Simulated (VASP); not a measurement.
The system is NiO.

```xyz
2
Lattice="0.0000 2.0913 2.0913 2.0913 0.0000 2.0913 2.0913 2.0913 0.0000" Properties=species:S:1:pos:R:3 pbc="T T T"
Ni    0.0000    0.0000    0.0000
O     2.0913    2.0913    2.0913
```

| Quantity | Value |
| --- | --- |
| Program | VASP 6.6.1 |
| Task | relaxation of cell and atoms |
| Functional | PBE |
| Potentials or basis | VASP PAW PBE potentials, release 64 (Ni_pv, O) |
| Cutoff | 900 eV |
| k mesh | 8 × 8 × 8 |
| Occupations | fermi-dirac, width 0.05 eV |
| Spin | collinear spin, ferromagnetic start |
| Starting moments | [1.0, 0.0] μB |

At the start: pressure 5.1 GPa; volume 9.15 Å³/atom.

Task: Where does the relaxation end?

Result: Over 3 steps the energy falls by 3.9 meV/atom and the volume is 9.39 Å³/atom (+2.7 %); space group Fm-3m (No. 225, to 0.05 Å); moment 1.84 μB per cell.

The path:
```
step  energy change (eV)  largest force (eV/Å)  pressure (GPa)  volume (Å³)
   1              0.0000                0.0000            5.14        18.29
   2             -0.0053                0.0000           -2.67        19.08
   3             -0.0078                0.0000            0.09        18.79
```

Final structure:
```cif
data_structure
_symmetry_space_group_name_H-M 'P 1'
_symmetry_Int_Tables_number 1
_cell_length_a 2.9840
_cell_length_b 2.9840
_cell_length_c 2.9840
_cell_angle_alpha 60.000
_cell_angle_beta 60.000
_cell_angle_gamma 60.000
_cell_volume 18.79
loop_
_atom_site_label
_atom_site_type_symbol
_atom_site_fract_x
_atom_site_fract_y
_atom_site_fract_z
_atom_site_occupancy
Ni1 Ni 0.00000 0.00000 0.00000 1
O1 O 0.50000 0.50000 0.50000 1
```

Caveat: a cell with one magnetic atom can't hold antiferromagnetic order, which such compounds often take.
